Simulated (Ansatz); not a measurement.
Ligand exchange: Y(CH3)2(OH) + C4H10O → Y(CH3)(OH)2 + C5H12

Species: Y(CH3)2(OH), singlet; C4H10O (tert-butanol) `CC(C)(C)O`, singlet; Y(CH3)(OH)2, singlet; C5H12 (neopentane) `CC(C)(C)C`, singlet. The partners trade CH3 for OH: Y–CH3 and C–OH bonds give way to Y–OH and C–CH3.

Shapes, held fixed at every level: PBE0-D4/def2-TZVP. Flexible molecules stand in one conformer, not always the lowest. Programs: Ansatz 0.2.0. Electronic energies: no zero-point or thermal term.

```csv
level,kind,ΔE (kJ/mol),less CCSD(T)/def2-TZVPP
HF/def2-SVP,Hartree–Fock,-234.8,-5.5
SPW92/def2-TZVPP,LDA,-215.1,+14.2
PBE0-D4/def2-TZVPP,global hybrid,-220.3,+9.0
r2SCAN0-D4/def2-TZVPP,global hybrid,-223.1,+6.2
wB97M-V/def2-TZVPP,range-separated hybrid,-225.5,+3.8
CCSD(T)/def2-SVP,coupled cluster or CI,-249.8,-20.5
CCSD/def2-TZVPP,coupled cluster or CI,-229.7,-0.4
CCSD(T)/def2-TZVPP,coupled cluster or CI,-229.3,0.0
```

The highest level, CCSD(T)/def2-TZVPP, gives ΔE = -229.3 kJ/mol; the levels span -249.8 to -215.1. The column of differences is taken from that level and isn't an error. No measured value is set beside it here. For atoms past krypton def2 sets carry core potentials with scalar relativity. Outer-core shells of Y are correlated, in sets that cover them unevenly.
